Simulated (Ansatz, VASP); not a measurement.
**Two plane-wave programs on ZrC**

```xyz
2
Lattice="0.0000 2.3777 2.3777 2.3777 0.0000 2.3777 2.3777 2.3777 0.0000" Properties=species:S:1:pos:R:3 pbc="T T T"
Zr    2.3777    2.3777    2.3777
C     0.0000    0.0000    0.0000
```

Alike in both runs: task single point; functional PBE; k mesh 16 × 16 × 16; occupations gaussian, width 0.1 eV; no spin polarisation.

|  | VASP | Ansatz |
| --- | --- | --- |
| version | VASP 6.6.1 | Ansatz 0.2.0 |
| potentials or method | VASP PAW PBE potentials, release 64 (Zr_sv, C) | scalar-relativistic, plane waves, PAW |
| plane-wave cutoff (eV) | 520 | 420 |
| valence electrons in the cell | 16 | 16 |

Ansatz gave:

- gap on the k mesh at the Fermi level (eV): none
- pressure (GPa): -6.2

Problem. Which values does VASP return?

Solution. gap on the k mesh at the Fermi level (eV): none; pressure (GPa): -6.0.

A gap of «none» marks a metal or a gap that the smearing closes. With one functional, cell and mesh, what is left measures potentials, basis and numerics.
